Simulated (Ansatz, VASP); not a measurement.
# Two plane-wave programs on Mg

File INCAR:

```
SYSTEM = Mg
ALGO = Fast ; EDIFF = 1E-6
ENCUT = 520 ; GGA = PS
ISIF = 2 ; ISMEAR = -1
LASPH = .TRUE. ; LCHARG = .TRUE.
LELF = .TRUE. ; LREAL = .FALSE.
LVHAR = .TRUE. ; LWAVE = .FALSE.
NBANDS = 9 ; NELM = 60
PREC = Accurate ; SIGMA = 0.05
```

File KPOINTS:

```
k-points
0
G
  8 8 4
  0 0 0
```

The input POSCAR:

```
Mg
1.0
    3.2093000000      0.0000000000      0.0000000000
   -1.6046500000      2.7793353284      0.0000000000
    0.0000000000      0.0000000000      5.2624030000
Mg
2
Direct
    0.6666666667      0.3333333333      0.7500000000
    0.3333333333      0.6666666667      0.2500000000
```

File input.yaml:

```yaml
crystal:
  lattice:
    - [3.2093, 0.0, 0.0]
    - [-1.60465, 2.7793353284, 0.0]
    - [0.0, 0.0, 5.262403]
  atoms:
    - { symbol: Mg, position: [0.6666666667, 0.3333333333, 0.75] }
    - { symbol: Mg, position: [0.3333333333, 0.6666666667, 0.25] }
hamiltonian:
  xc: pbesol
  pseudopotentials: { kind: paw }
kpoints:
  mp_grid: { grid: [8, 8, 4] }
  band_path:
    path:
      - [[0.0, 0.0, 0.0], [0.5, 0.0, 0.0], [0.3333333333, 0.3333333333, 0.0], [0.0, 0.0, 0.0], [0.0, 0.0, 0.5], [0.5, 0.0, 0.5], [0.3333333333, 0.3333333333, 0.5], [0.0, 0.0, 0.5]]
      - [[0.5, 0.0, 0.5], [0.5, 0.0, 0.0]]
      - [[0.3333333333, 0.3333333333, 0.0], [0.3333333333, 0.3333333333, 0.5]]
    npoints: 14
scf:
  occupations: { method: fermi_dirac, width: 0.05 }
  n_extra_bands: 6
output:
  forces: true
  stress: true
  eigenvalues: true
  fatbands: true
```

Alike in both runs: functional PBEsol; k mesh 8 × 8 × 4; occupations fermi-dirac, width 0.05 eV; no spin polarisation.

|  | VASP | Ansatz |
| --- | --- | --- |
| version | VASP 6.6.1 | Ansatz 0.2.0 |
| potentials or method | VASP PAW PBE potentials, release 64 (Mg) | Ansatz PAW |
| plane-wave cutoff (eV) | 520 | 420 |
| valence electrons in the cell | 4 | 20 |
| task | single point | band structure |

```tsv
	VASP	Ansatz	Ansatz less VASP
gap on the k mesh at the Fermi level (eV)	none	none	-
pressure (GPa)	-1.5	-1.5	+0.06
largest component of the traceless stress (GPa)	0.10	0.11	+0.003
```

A gap of «none» marks a metal or a gap that the smearing closes. The two sets of potentials don't hold the same shells in valence.

Caveats: the PAW data sets were made with another functional, which shifts forces and pressure a little (VASP); the PAW data sets come from PBE, with cores solved anew for the run's functional, which leaves a small shift of forces and pressure (Ansatz).
